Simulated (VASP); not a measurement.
# SrO (Fm-3m) in VASP: further runs, part 2 of 2

VASP 6.6.1. Earlier steps stand in the parts before.

### Step 3. Relaxation of the atoms, PBE+D3(BJ) (a relaxed cell with its volume scaled by 1.06)

INCAR reads:

```
SYSTEM = SrO
PREC = Accurate
ENCUT = 600
EDIFF = 1E-7
ISMEAR = 0
SIGMA = 0.03
LREAL = .FALSE.
LASPH = .TRUE.
NELM = 80
ALGO = Normal
ISIF = 2
LWAVE = .FALSE.
LCHARG = .FALSE.
GGA = PE
IVDW = 12
IBRION = 2
NSW = 40
EDIFFG = -0.01
```

KPOINTS reads:

```
regular mesh
0
G
  10 10 10
  0 0 0
```

POSCAR reads:

```
SrO                                     
1.0
    0.0000000000      2.6297914757      2.6297914757
    2.6297914757      0.0000000000      2.6297914757
    2.6297914757      2.6297914757      0.0000000000
  Sr              O             
     1     1
Direct
     0.5000000000000000    0.5000000000000000    0.5000000000000000
     0.0000000000000000    0.0000000000000000    0.0000000000000000
```

Potentials or basis: VASP PAW PBE potentials, release 64 (Sr_sv, O).

On the command line:

```sh
$ cat potpaw_PBE.64/Sr_sv/POTCAR potpaw_PBE.64/O/POTCAR > POTCAR
$ mpirun -np 1 vasp_std > vasp.out
```

OUTCAR:

```text
SYSTEM = SrO
   PREC = Accurate
   ENCUT = 600
   EDIFF = 1E-7
   ISMEAR = 0
   LREAL = .FALSE.
   LASPH = .TRUE.
   NELM = 80
   ISIF = 2
   GGA = PE
   IVDW = 12
   IBRION = 2
   NSW = 40
   EDIFFG = -0.01
 IVDW          = 12

 ion  position               nearest neighbor table
   1  0.500  0.500  0.500-   2 2.63   2 2.63   2 2.63   2 2.63   2 2.63   2 2.63
   2  0.000  0.000  0.000-   1 2.63   1 2.63   1 2.63   1 2.63   1 2.63   1 2.63

  LATTYP: Found a face centered cubic cell.
 ALAT       =     5.2595829514

  Lattice vectors:

 A1 = (   0.0000000000,   2.6297914757,   2.6297914757)
 A2 = (   2.6297914757,   0.0000000000,   2.6297914757)
 A3 = (   2.6297914757,   2.6297914757,   0.0000000000)

Analysis of symmetry for initial positions (statically):
=====================================================================
 Subroutine PRICEL returns:
 Original cell was already a primitive cell.

 Routine SETGRP: Setting up the symmetry group for a
 face centered cubic supercell.

 Subroutine GETGRP returns: Found 48 space group operations
 (whereof 48 operations were pure point group operations)
 out of a pool of 48 trial point group operations.
[... 181 lines left out ...]
      7       1.3550      2.00000
      8       1.3550      2.00000
      9       4.8726      0.00000
     10       7.4107      0.00000
     11       7.4107      0.00000
     12       7.4107      0.00000
[... 331 lines left out ...]
 k-point    24 :       0.4000    0.3000    0.0000
  band No.  band energies     occupation
      1     -31.1751      2.00000
      2     -14.3934      2.00000
      3     -13.2559      2.00000
      4     -13.2044      2.00000
      5     -12.6399      2.00000
      6       0.2959      2.00000
      7       1.0397      2.00000
      8       1.1127      2.00000
      9       5.2821      0.00000
     10       8.0217      0.00000
     11      10.4002      0.00000
     12      10.6139      0.00000

 [... further k-points ...]

------------------------ aborting loop because EDIFF is reached ----------------------------------------

 Edisp (eV)   -0.45824

 E8    (eV) :    -0.2233

  FORCE on cell =-STRESS in cart. coord.  units (eV):
  Direction    XX          YY          ZZ          XY          YZ          ZX
  --------------------------------------------------------------------------------------
  -------------------------------------------------------------------------------------
  Total      -1.04724    -1.04724    -1.04724     0.00000     0.00000     0.00000
  in kB     -46.12790   -46.12790   -46.12790     0.00000     0.00000     0.00000
  external pressure =      -46.13 kB  Pullay stress =        0.00 kB

 VOLUME and BASIS-vectors are now :
 -----------------------------------------------------------------------------
  energy-cutoff  :      600.00
  volume of cell :       36.37
      direct lattice vectors                 reciprocal lattice vectors
     0.000000000  2.629791476  2.629791476    -0.190129143  0.190129143  0.190129143
     2.629791476  0.000000000  2.629791476     0.190129143 -0.190129143  0.190129143
     2.629791476  2.629791476  0.000000000     0.190129143  0.190129143 -0.190129143

 POSITION                                       TOTAL-FORCE (eV/Angst)
 -----------------------------------------------------------------------------------
      2.62979      2.62979      2.62979        -0.000000      0.000000      0.000000
      0.00000      0.00000      0.00000         0.000000     -0.000000     -0.000000
 -----------------------------------------------------------------------------------
    total drift:                               -0.000000      0.000000      0.000000

  FREE ENERGIE OF THE ION-ELECTRON SYSTEM (eV)
  ---------------------------------------------------
  free  energy   TOTEN  =       -12.5068581374 eV

  energy  without entropy=      -12.5068581374  energy(sigma->0) =      -12.50685814

 reached required accuracy - stopping structural energy minimisation
```

It took 14 s on 1 thread of Intel Xeon 6975P-C (Granite Rapids), shared host; peak memory 0.19 GiB.

Results:

```
Free energy                : -12.5069 eV
Pressure after relaxing    : -4.6 GPa
Band gap on the k mesh     : 3.29 eV, indirect (least direct gap 3.42 eV)
Dispersion energy per atom : -0.229 eV
```

Final structure:
```
Sr O
1.0
     0.00000    2.62979    2.62979
     2.62979    0.00000    2.62979
     2.62979    2.62979    0.00000
Sr O
1 1
Direct
  0.50000 0.50000 0.50000
  0.00000 0.00000 0.00000
```

Caveat: the relaxation stopped at its first step, so nothing moved.

### Step 4. Relaxation of cell and atoms, PBE

INCAR reads:

```
SYSTEM = SrO
PREC = Accurate
ENCUT = 600
EDIFF = 1E-6
ISMEAR = 0
SIGMA = 0.03
LREAL = .FALSE.
LASPH = .TRUE.
NELM = 80
ALGO = Normal
ISIF = 3
LWAVE = .FALSE.
LCHARG = .FALSE.
GGA = PE
IBRION = 2
NSW = 90
EDIFFG = -0.01
```

KPOINTS reads:

```
Automatic mesh
0
G
  10 10 10
  0 0 0
```

POSCAR reads:

```
SrO
1.0
    0.0000000000      2.5663000000      2.5663000000
    2.5663000000      0.0000000000      2.5663000000
    2.5663000000      2.5663000000      0.0000000000
Sr O
1 1
Direct
    0.5000000000      0.5000000000      0.5000000000
    0.0000000000      0.0000000000      0.0000000000
```

On the command line:

```sh
$ cat potpaw_PBE.64/Sr_sv/POTCAR potpaw_PBE.64/O/POTCAR > POTCAR
$ mpirun -np 1 vasp_std > vasp.out
```

Wall time 33 s (1 thread of Intel Xeon 6975P-C (Granite Rapids), shared host); peak memory 0.19 GiB.

Results (log left out):

```
Free energy                            : -12.0552 eV
Relaxed volume                         : 17.62 Å³/atom
Relaxed cell                           : a = 3.680 Å, b = 3.680 Å, c = 3.680 Å, α = 60.00°, β = 60.00°, γ = 60.00°
Space group after relaxing (to 0.05 Å) : Fm-3m (No. 225)
Energy gained by relaxing              : 8.2 meV/atom
Ionic steps                            : 3
Pressure after relaxing                : 0.0 GPa
Band gap on the k mesh                 : 3.28 eV, indirect (least direct gap 3.39 eV)
```

The path:
```csv
step,energy change (eV),largest force (eV/Å),pressure (GPa),volume (Å³)
1,0.0000,0.0000,3.83,33.80
2,-0.0140,0.0000,-1.33,35.82
3,-0.0164,0.0000,0.01,35.23
```

Final structure:
```
Sr O
1.0
     0.00000    2.60195    2.60195
     2.60195    0.00000    2.60195
     2.60195    2.60195    0.00000
Sr O
1 1
Cartesian
  2.6020 2.6020 2.6020
  0.0000 0.0000 0.0000
```

Levels at points of the mesh, in eV from the valence-band top:
```csv
k point,band 5,band 6,band 7,band 8,band 9,band 10,band 11,band 12
"(0.00, 0.00, 0.00)",-14.19,0.00,0.00,0.00,3.73,6.13,6.13,6.13
"(0.50, 0.00, 0.00)",-13.01,-2.10,-1.07,-1.07,6.40,8.17,8.64,8.64
"(0.50, 0.50, 0.00)",-14.52,-0.49,-0.11,-0.11,3.28,7.54,9.94,10.06
```

### Step 5. Relaxation of cell and atoms, PBE

This run uses another cell than the first one, of 17.62 Å³/atom, 1.042 times its volume.

Edit INCAR of step 4 so:

```diff
@@ -3,3 +3,3 @@
 ENCUT = 600
-EDIFF = 1E-6
+EDIFF = 1E-7
 ISMEAR = 0
@@ -16,2 +16,2 @@
 NSW = 90
-EDIFFG = -0.01
+EDIFFG = -0.005
```

KPOINTS is that of step 4.

POSCAR reads:

```
SrO                                     
1.0
    0.0000000000      2.6019509623      2.6019509623
    2.6019509623      0.0000000000      2.6019509623
    2.6019509623      2.6019509623      0.0000000000
  Sr              O             
     1     1
Direct
     0.5000000000000000    0.5000000000000000    0.5000000000000000
     0.0000000000000000    0.0000000000000000    0.0000000000000000
```

On the command line:

```sh
$ cat potpaw_PBE.64/Sr_sv/POTCAR potpaw_PBE.64/O/POTCAR > POTCAR
$ mpirun -np 1 vasp_std > vasp.out
```

Run time: 19 s. Hardware: 1 thread of Intel Xeon 6975P-C (Granite Rapids), shared host; peak memory 0.18 GiB.

Results (log left out):

```yaml
Free_energy: -12.0567 eV
Pressure_after_relaxing: 0.0 GPa
Band_gap_on_the_k_mesh: 3.28 eV, indirect (least direct gap 3.39 eV)
```

Final structure:
```yaml
crystal:
  lattice:
    - [0.00000, 2.60195, 2.60195]
    - [2.60195, 0.00000, 2.60195]
    - [2.60195, 2.60195, 0.00000]
  atoms:
    - { symbol: Sr, position: [0.50000, 0.50000, 0.50000] }
    - { symbol: O, position: [0.00000, 0.00000, 0.00000] }
```

Levels at points of the mesh, in eV from the valence-band top:
```
           k point  band 5  band 6  band 7  band 8  band 9  band 10  band 11  band 12
(0.00, 0.00, 0.00)  -14.19    0.00    0.00    0.00    3.73     6.13     6.13     6.13
(0.50, 0.00, 0.00)  -13.01   -2.10   -1.07   -1.07    6.40     8.17     8.64     8.64
(0.50, 0.50, 0.00)  -14.52   -0.49   -0.11   -0.11    3.28     7.54     9.94    10.06
```

Caveat: the relaxation stopped at its first step, so nothing moved.

### Step 6. The runs side by side

```tsv
task	level	cell	gap on the mesh (eV)	pressure (GPa)
relaxation of the atoms	PBE+D3(BJ)	atoms relaxed from: a relaxed cell with its volume scaled by 1.04	3.29	-3.2
relaxation of the atoms	PBE+D3(BJ)	atoms relaxed from: a relaxed cell with its volume scaled by 1.06	3.29	-4.6
relaxation of cell and atoms	PBE	relaxed	3.28	0.0
```

Alike in all rows: potentials or basis VASP PAW PBE potentials, release 64 (Sr_sv, O); no spin polarisation; k mesh 10 × 10 × 10; cutoff (eV) 600; smearing gaussian 0.03 eV.

Caveats: the relaxation stopped at its first step, so nothing moved.

Absolute energies hang on the potentials; compare differences alone.
